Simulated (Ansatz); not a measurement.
How far is PAW off for V?

```
V
1.0
    -1.49787    1.49787    1.51300
     1.49787   -1.49787    1.51300
     1.49787    1.49787   -1.51300
V
1
Direct
  0.00000 0.00000 0.00000
```

The cell comes from COD entry 7101267, which wasn't checked; take it as a given geometry. The listed cell was then made from it by scaling, straining or moving an atom.

Levels of theory: DFT, PBE, PAW with Ansatz's default frozen-core files, scalar-relativistic (Ansatz 0.2.0); DFT, PBE, all-electron PAW with datasets made for the crystal, scalar-relativistic (Ansatz 0.2.0); DFT, PBE, all-electron LAPW, scalar-relativistic (Ansatz 0.2.0).

For PAW: a Γ-centred 19×19×19 k mesh, Fermi–Dirac smearing of 0.03 eV, cutoff 420 eV, spin-polarised from start moments V 1.5 μB (the moments died away, and the run ended non-magnetic). The crystal-made all-electron datasets (AE datasets) take a cutoff of 280 eV at this cell. LAPW targets a basis error of 1 meV/atom. The Ansatz runs share mesh, smearing and spin set-up. Plane-wave (PAW) pressures include the program's estimate of the Pulay term.

Stress and pressure are positive in compression.

The change that made this cell: equal xx and yy strain of -1 %.

```json
{"quantity": "pressure (GPa)", "PAW": "?", "AE datasets": "-1.78", "LAPW": "-1.78"}
{"quantity": "stress xx (GPa)", "PAW": "?", "AE datasets": "-1.37", "LAPW": "-1.37"}
{"quantity": "stress zz (GPa)", "PAW": "?", "AE datasets": "-2.59", "LAPW": "-2.60"}
```

Task: What belongs in the row "stress xx (GPa)", column "PAW"?

Result: -1.31.

Task: Fill in "PAW" for the row "pressure (GPa)".

Result: -1.72.

Task: Give the missing entry: row "stress zz (GPa)", column "PAW".

Result: -2.53.
